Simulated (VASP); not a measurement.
# Os (P6_3/mmc) in VASP: equation of state

How stiff is Os in PBE, and what volume does it want? The cell is scaled to several volumes.

All numbers are computed with VASP 6.6.1; they aren't measurements. Logs are shortened: lines on timing, memory, paths and dates and some standing lists are left out, and cuts for length are marked.

## (1) The crystal as given

The structure is hexagonal, space group P6_3/mmc (No. 194). Conventional cell: a = 2.734 Å, b = 2.734 Å, c = 4.320 Å, α = 90.00°, β = 90.00°, γ = 120.00°. Around Os (site symmetry -6m2) lie 12 Os at 2.68 to 2.73 Å.

## (2) Equation of state, PBE, 13.14 Å³/atom (volume scaled by 0.94)

INCAR reads:

```
SYSTEM = Os
  PREC = Accurate
  ENCUT = 520
  EDIFF = 1E-7
  ISMEAR = -1
  SIGMA = 0.05
  LREAL = .FALSE.
  LASPH = .TRUE.
  NELM = 60
  ALGO = Normal
  ISIF = 2
  LWAVE = .FALSE.
  LCHARG = .FALSE.
  GGA = PE
  NBANDS = 15
```

KPOINTS reads:

```
regular mesh
0
G
  11 11 6
  0 0 0
```

POSCAR reads:

```
Os
1.0
    2.6782863798      0.0000000000      0.0000000000
   -1.3391431899      2.3194640436      0.0000000000
    0.0000000000      0.0000000000      4.2315181138
Os
2
Direct
    0.6666666667      0.3333333333      0.7500000000
    0.3333333333      0.6666666667      0.2500000000
```

Potentials or basis: VASP PAW PBE potentials, release 64 (Os).

Started as:

```console
$ cat potpaw_PBE.64/Os/POTCAR > POTCAR
$ mpirun -np 1 vasp_std > vasp.out
```

OUTCAR:

```text
SYSTEM = Os
   PREC = Accurate
   ENCUT = 520
   EDIFF = 1E-7
   ISMEAR = -1
   LREAL = .FALSE.
   LASPH = .TRUE.
   NELM = 60
   ISIF = 2
   GGA = PE

 ion  position               nearest neighbor table
   1  0.667  0.333  0.750-   2 2.62   2 2.62   2 2.62   2 2.62   2 2.62   2 2.62
   2  0.333  0.667  0.250-   1 2.62   1 2.62   1 2.62   1 2.62   1 2.62   1 2.62

  LATTYP: Found a hexagonal cell.
 ALAT       =     2.6782863798
 C/A-ratio  =     1.5799348963

  Lattice vectors:

 A1 = (   2.6782863798,   0.0000000000,   0.0000000000)
 A2 = (  -1.3391431899,   2.3194640436,   0.0000000000)
 A3 = (   0.0000000000,   0.0000000000,   4.2315181138)

Analysis of symmetry for initial positions (statically):
=====================================================================
 Subroutine PRICEL returns:
 Original cell was already a primitive cell.

 Routine SETGRP: Setting up the symmetry group for a
 hexagonal supercell.

 Subroutine GETGRP returns: Found 24 space group operations
 (whereof 12 operations were pure point group operations)
 out of a pool of 24 trial point group operations.

The static configuration has the point symmetry D_3d.
 The point group associated with its full space group is D_6h.

Analysis of symmetry for dynamics (positions and initial velocities):
=====================================================================
 Subroutine PRICEL returns:
 Original cell was already a primitive cell.

 Routine SETGRP: Setting up the symmetry group for a
 hexagonal supercell.

 Subroutine GETGRP returns: Found 24 space group operations
 (whereof 12 operations were pure point group operations)
 out of a pool of 24 trial point group operations.

The dynamic configuration has the point symmetry D_3d.
 The point group associated with its full space group is D_6h.

 Subroutine INISYM returns: Found 24 space group operations
 (whereof 12 operations are pure point group operations),
 and found     1 'primitive' translations

----------------------------------------------------------------------------------------

                                     Primitive cell

  volume of cell :      26.2870

  direct lattice vectors                    reciprocal lattice vectors
     2.678286380  0.000000000  0.000000000     0.373373067  0.215567041  0.000000000
    -1.339143190  2.319464044  0.000000000     0.000000000  0.431134081  0.000000000
     0.000000000  0.000000000  4.231518114     0.000000000  0.000000000  0.236321805

  length of vectors
     2.678286380  2.678286380  4.231518114     0.431134082  0.431134081  0.236321805

  position of ions in fractional coordinates (direct lattice)
     0.666666667  0.333333333  0.750000000
     0.333333333  0.666666667  0.250000000

  ion indices of the primitive-cell ions
   primitive index   ion index
                 1           1
                 2           2

----------------------------------------------------------------------------------------

 KPOINTS: regular mesh

Automatic generation of k-mesh.
 Grid dimensions read from file:
 generate k-points for:   11   11    6

 Generating k-lattice:

  Cartesian coordinates                     Fractional coordinates (reciprocal lattice)
     0.033943006  0.019597004  0.000000000     0.090909091  0.000000000  0.000000000
     0.000000000  0.039194007  0.000000000     0.000000000  0.090909091  0.000000000
     0.000000000  0.000000000  0.039386968     0.000000000  0.000000000  0.166666667

  Length of vectors
     0.039194007  0.039194007  0.039386968

  Shift w.r.t. Gamma in fractional coordinates (k-lattice)
     0.000000000  0.000000000  0.000000000

 Subroutine IBZKPT returns following result:
 ===========================================

 Found     64 irreducible k-points:

 Following reciprocal coordinates:
            Coordinates               Weight
  0.000000  0.000000  0.000000      1.000000
  0.090909  0.000000  0.000000      6.000000
  0.181818  0.000000  0.000000      6.000000
  0.272727  0.000000  0.000000      6.000000
  0.363636  0.000000  0.000000      6.000000
  0.454545 -0.000000  0.000000      6.000000
[... 42 lines left out ...]
  0.000000  0.000000  0.500000      1.000000
  0.090909  0.000000  0.500000      6.000000
 [... further k-points ...]
   k-points           NKPTS =     64   k-points in BZ     NKDIM =     64   number of bands    NBANDS=     15
   number of dos      NEDOS =    301   number of ions     NIONS =      2
   total plane-waves  NPLWV =  12800
   dimension x,y,z NGX =    20 NGY =   20 NGZ =   32
   dimension x,y,z NGXF=    40 NGYF=   40 NGZF=   64
   ions per type =               2
   NGX,Y,Z   is equivalent  to a cutoff of  12.41, 12.41, 12.57 a.u.
   NGXF,Y,Z  is equivalent  to a cutoff of  24.83, 24.83, 25.14 a.u.
 SYSTEM =  Os
   PREC   = accura    normal or accurate (medium, high low for compatibility)
   ISTART =      0    job   : 0-new  1-cont  2-samecut
   ICHARG =      2    charge: 1-file 2-atom 10-const
   ISPIN  =      1    spin polarized calculation?
   LNONCOLLINEAR =      F non collinear calculations
   LSORBIT =      F    spin-orbit coupling
   LASPH  =      T    aspherical Exc in radial PAW
   ENCUT  =  520.0 eV  38.22 Ry    6.18 a.u.   4.98  4.98  7.87*2*pi/ulx,y,z
   NELM   =     60;   NELMIN=  2; NELMDL= -5     # of ELM steps
   EDIFF  = 0.1E-06   stopping-criterion for ELM
   LREAL  =      F    real-space projection
   EDIFFG = 0.1E-05   stopping-criterion for IOM
   NSW    =      0    number of steps for IOM
   IBRION =     -1    ionic relax: 0-MD 1-quasi-New 2-CG
   NFREE  =      0    steps in history (QN), initial steepest desc. (CG)
   ISIF   =      2    stress and relaxation
   ISYM   =      2    0-nonsym 1-usesym 2-fastsym
   POTIM  = 0.5000    time-step for ionic-motion
   TEBEG  =    0.0;   TEEND  =   0.0 temperature during run
   PSTRESS=    0.0 pullay stress
   NELECT =      16.0000    total number of electrons
   NUPDOWN=      -1.0000    fix difference up-down
   EMIN   =  10.00;   EMAX   =-10.00  energy-range for DOS
   EFERMI =   0.00;   METHOD = LEGACY
   ISMEAR =    -1;   SIGMA  =   0.05  broadening in eV -4-tet -1-fermi 0-gaus
   EFERMI_NEDOS =   21; number of points for ismear=-14 and -15
   IALGO  =     38    algorithm
   IMIX   =      4    mixing-type and parameters
     AMIX     =   0.40;   BMIX     =  1.00
     AMIX_MAG =   1.60;   BMIX_MAG =  1.00
  volume/ion in A,a.u.               =      13.14        88.70
  Fermi-wavevector in a.u.,A,eV,Ry     =   1.387398  2.621803 26.189507  1.924874
  Thomas-Fermi vector in A             =   2.511623
   LORBIT       =      0    0 simple, 1 ext, 2 COOP (PROOUT), +10 PAW based schemes
   GGA     = PE    functional components
   LHFCALC =     F    Hartree Fock is set to
   AEXX    =    0.0000 exact exchange contribution
   IVDW    =     0    specifies the selected vdW correction
   LEPSILON=     F    determine dielectric tensor
   LRPA    =     F    only Hartree local field effects (RPA)
 non-spin polarized calculation
  energy-cutoff  :      520.00
  volume of cell :       26.29
 maximum number of plane-waves:       722
 NGX is ok and might be reduce to    20
   NGX =  9   NGY =  9   NGZ = 15

 number of electron      16.0000001 magnetization

 Free energy of the ion-electron system (eV)
  ---------------------------------------------------
  ext. energy  EPLUGINS =         0.00000000
  ---------------------------------------------------
  free energy    TOTEN  =       -22.22076339 eV

  energy without entropy =      -22.20887846  energy(sigma->0) =      -22.21482093

 E-fermi :  10.4002     XC(G=0): -14.4202

 val. band max:       10.3824606926   @ k =   0.0909   0.0000   0.3333
 cond. band min:      10.4637186706   @ k =   0.3636   0.0909   0.3333
 fundamental gap:      0.0812579780
 Fermi energy:        10.4001869697

 k-point     1 :       0.0000    0.0000    0.0000
  band No.  band energies     occupation
      1      -1.0750      2.00000
      2       2.0336      2.00000
      3       7.0903      2.00000
      4       7.0903      2.00000
      5       7.3748      2.00000
      6       8.0251      2.00000
      7       8.0251      2.00000
      8       8.7387      2.00000
      9       8.7387      2.00000
     10      10.4898      0.28572
     11      12.3009      0.00000
     12      12.3009      0.00000
     13      20.2871      0.00000
     14      24.4406      0.00000
     15      27.2511      0.00000

 k-point     2 :       0.0909    0.0000    0.0000
  band No.  band energies     occupation
      1      -0.7181      2.00000
      2       2.3481      2.00000
      3       6.4828      2.00000
      4       7.4113      2.00000
      5       7.7687      2.00000
      6       7.9373      2.00000
      7       8.2157      2.00000
      8       8.3259      2.00000
      9       8.4827      2.00000
     10       9.3452      2.00000
     11      12.4829      0.00000
     12      14.0505      0.00000
     13      20.2708      0.00000
     14      25.1958      0.00000
     15      27.7107      0.00000

 k-point     3 :       0.1818    0.0000    0.0000
  band No.  band energies     occupation
      1       0.2605      2.00000
      2       3.0741      2.00000
      3       5.7824      2.00000
      4       6.6212      2.00000
      5       7.3137      2.00000
      6       7.9092      2.00000
      7       8.3412      2.00000
      8       8.6825      2.00000
      9       8.7486      2.00000
     10       9.1902      2.00000
     11      12.8513      0.00000
     12      16.6082      0.00000
     13      20.0791      0.00000
     14      26.6815      0.00000
     15      27.9975      0.00000
[... 631 lines left out ...]
 k-point    39 :       0.0909    0.0909    0.3333
  band No.  band energies     occupation
      1       1.1842      2.00000
      2       3.0785      2.00000
      3       5.4973      2.00000
      4       6.0447      2.00000
      5       6.5072      2.00000
      6       7.4190      2.00000
      7       7.7889      2.00000
      8       8.0578      2.00000
      9      10.1832      1.97427
     10      10.5185      0.17159
     11      12.2171      0.00000
     12      13.3438      0.00000
     13      24.2887      0.00000
     14      25.5128      0.00000
     15      27.4488      0.00000

 k-point    40 :       0.1818    0.0909    0.3333
  band No.  band energies     occupation
      1       2.0368      2.00000
      2       3.9385      2.00000
      3       4.6311      2.00000
      4       5.6793      2.00000
      5       6.3372      2.00000
      6       7.4777      2.00000
      7       7.8830      2.00000
      8       8.9418      2.00000
      9      10.5564      0.08417
     10      10.9445      0.00004
     11      12.2812      0.00000
     12      14.3468      0.00000
     13      23.6185      0.00000
     14      26.7560      0.00000
     15      28.1177      0.00000

 [... further k-points ...]

------------------------ aborting loop because EDIFF is reached ----------------------------------------

  FORCE on cell =-STRESS in cart. coord.  units (eV):
  Direction    XX          YY          ZZ          XY          YZ          ZX
  --------------------------------------------------------------------------------------
  -------------------------------------------------------------------------------------
  Total        6.6037882      6.6037882      6.9947644     -0.0000000     -0.0000000     -0.0000000
  in kB      402.4971938    402.4971938    426.3269745     -0.0000000     -0.0000000     -0.0000000
  external PRESSURE =     410.4404540 kB  Pullay stress =       0.0000000 kB

 VOLUME and BASIS-vectors are now :
 -----------------------------------------------------------------------------
  energy-cutoff  :      520.00
  volume of cell :       26.29
      direct lattice vectors                 reciprocal lattice vectors
     2.678286380  0.000000000  0.000000000     0.373373067  0.215567041  0.000000000
    -1.339143190  2.319464044  0.000000000     0.000000000  0.431134081  0.000000000
     0.000000000  0.000000000  4.231518114     0.000000000  0.000000000  0.236321805

 POSITION                                       TOTAL-FORCE (eV/Angst)
 -----------------------------------------------------------------------------------
      1.33914      0.77315      3.17364        -0.000000     -0.000000      0.000000
     -0.00000      1.54631      1.05788         0.000000      0.000000      0.000000
 -----------------------------------------------------------------------------------
    total drift:                                0.000000     -0.000000     -0.000000

  FREE ENERGIE OF THE ION-ELECTRON SYSTEM (eV)
  ---------------------------------------------------
  free  energy   TOTEN  =       -22.2207633910 eV

  energy  without entropy=      -22.2088784647  energy(sigma->0) =      -22.21482093
```

It took 13 s on 1 thread of AMD EPYC 9R45 (Zen 5), shared host; peak memory 0.11 GiB.

What came out:

```
Free energy            : -22.2208 eV
Pressure               : 41.0 GPa
Band gap on the k mesh : none (metal or under the smearing width)
```

## (3) Equation of state, PBE, 13.42 Å³/atom (volume scaled by 0.96)

INCAR reads:

```
SYSTEM = Os
PREC = Accurate ; ENCUT = 520
EDIFF = 1E-7 ; ISMEAR = -1
SIGMA = 0.05 ; LREAL = .False.
LASPH = .True. ; NELM = 60
ALGO = Normal ; ISIF = 2
LWAVE = .False. ; LCHARG = .False.
GGA = PE ; NBANDS = 15
```

KPOINTS reads:

```
Automatic mesh
0
Gamma
  11 11 6
  0 0 0
```

POSCAR reads:

```
Os
1.0
    2.6971481730      0.0000000000      0.0000000000
   -1.3485740865      2.3357988356      0.0000000000
    0.0000000000      0.0000000000      4.2613185190
Os
2
Direct
    0.6666666667      0.3333333333      0.7500000000
    0.3333333333      0.6666666667      0.2500000000
```

Potentials or basis: VASP PAW PBE potentials, release 64 (Os).

Started as:

```console
$ cat potpaw_PBE.64/Os/POTCAR > POTCAR
$ mpirun -np 1 vasp_std > vasp.out
```

It took 13 s on 1 thread of AMD EPYC 9R45 (Zen 5), shared host; peak memory 0.11 GiB.

The run converged. Its results:

| Property | Result |
| --- | --- |
| Free energy | -22.3431 eV |
| Pressure | 29.0 GPa |
| Band gap on the k mesh | none (metal or under the smearing width) |

## (4) Equation of state, PBE, 13.70 Å³/atom (volume scaled by 0.98)

INCAR reads:

```
PREC     = Accurate       # precision mode
ENCUT    = 520            # plane-wave cutoff, eV
EDIFF    = 1E-7           # SCF threshold, eV
ISMEAR   = -1             # smearing method
SIGMA    = 0.05           # smearing width, eV
LREAL    = False          # projectors in reciprocal space
LASPH    = True           # aspherical terms in the spheres
NELM     = 80             # most SCF steps
ALGO     = Normal         # electronic algorithm
ISIF     = 2              # what is computed and relaxed
LWAVE    = False          # write WAVECAR
LCHARG   = False          # write CHGCAR
GGA      = PE             # functional
NBANDS   = 15             # bands
```

KPOINTS reads:

```
regular mesh
0
Gamma
  11 11 6
```

POSCAR reads:

```
Os
1.0
    2.7157497827      0.0000000000      0.0000000000
   -1.3578748913      2.3519083021      0.0000000000
    0.0000000000      0.0000000000      4.2907078513
Os
2
Direct
    0.6666666667      0.3333333333      0.7500000000
    0.3333333333      0.6666666667      0.2500000000
```

Started as:

```console
$ cat potpaw_PBE.64/Os/POTCAR > POTCAR
$ mpirun -np 1 vasp_std > vasp.out
```

It took 14 s on 1 thread of AMD EPYC 9R45 (Zen 5), shared host; peak memory 0.11 GiB.

Results (log left out):

* Free energy: -22.4259 eV
* Pressure: 18.4 GPa
* Band gap on the k mesh: none (metal or under the smearing width)

## (5) Equation of state, PBE, 14.26 Å³/atom (volume scaled by 1.02)

INCAR reads:

```
SYSTEM = Os
PREC = Accurate
ENCUT = 520
EDIFF = 1E-7
ISMEAR = -1
SIGMA = 0.05
LREAL = .False.
LASPH = .True.
NELM = 80
ALGO = Normal
ISIF = 2
LWAVE = .False.
LCHARG = .False.
GGA = PE
NBANDS = 15
```

KPOINTS reads:

```
regular mesh
0
Gamma
  11 11 6
  0 0 0
```

POSCAR reads:

```
Os
1.0
    2.7522071502      0.0000000000      0.0000000000
   -1.3761035751      2.3834813086      0.0000000000
    0.0000000000      0.0000000000      4.3483081185
Os
2
Direct
    0.6666666667      0.3333333333      0.7500000000
    0.3333333333      0.6666666667      0.2500000000
```

Started as:

```console
$ cat potpaw_PBE.64/Os/POTCAR > POTCAR
$ mpirun -np 1 vasp_std > vasp.out
```

Run time: 14 s. Hardware: 1 thread of AMD EPYC 9R45 (Zen 5), shared host; peak memory 0.11 GiB.

It converged, with:

| Item | Value |
| --- | --- |
| Free energy | -22.4898 eV |
| Pressure | 0.4 GPa |
| Band gap on the k mesh | none (metal or under the smearing width) |

(Continued in part 2 of 2.)
